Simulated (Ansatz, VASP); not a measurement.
# EuS: VASP beside Ansatz

```
Eu S
1.0
     0.00000    2.97850    2.97850
     2.97850    0.00000    2.97850
     2.97850    2.97850    0.00000
Eu S
1 1
Direct
  0.00000 0.00000 0.00000
  0.50000 0.50000 0.50000
```

Alike in both runs: task relaxation of cell and atoms; functional PBE; k mesh 8 × 8 × 8; occupations fermi-dirac, width 0.05 eV; collinear spin, ferromagnetic start.

|  | VASP | Ansatz |
| --- | --- | --- |
| version | VASP 6.6.1 | Ansatz 0.2.0 |
| potentials or method | VASP PAW PBE potentials, release 64 (Eu, S) | Ansatz PAW |
| plane-wave cutoff (eV) | 600 | 420 |
| valence electrons in the cell | 23 | 23 |

VASP gave:

| Quantity | Value |
| --- | --- |
| net moment per atom (μB) | 3.48 |
| size of the moment on the site where the two differ most (μB) | 6.57 |
| relaxed volume (Å³/atom) | 24.87 |
| relaxed cell length with the largest relative difference (Å) | 4.128 |
| energy change over the relaxation (meV/atom) | -14 |

**Question.** Estimate Ansatz's values.

**Answer.** net moment per atom (μB): 3.48; size of the moment on the site where the two differ most (μB): 6.72; relaxed volume (Å³/atom): 25.03; relaxed cell length with the largest relative difference (Å): 4.137; energy change over the relaxation (meV/atom): -11.

Site moments also hang on the region over which each program counts them.

Caveats: spin-orbit coupling is left out, which moves the levels of the heavy elements; a cell with one magnetic atom can't hold antiferromagnetic order, which such compounds often take; without U or exact exchange the open f shell lies at the Fermi level, which spoils levels, moments and volumes; the plane-wave basis is chosen anew once the cell has moved, so the energies of steps on either side of that aren't comparable (Ansatz). The state reached can hang on the start; a lower one may exist. With open d or f shells a metallic result of PBE can be an artefact of self-interaction; +U or a hybrid may open a gap.
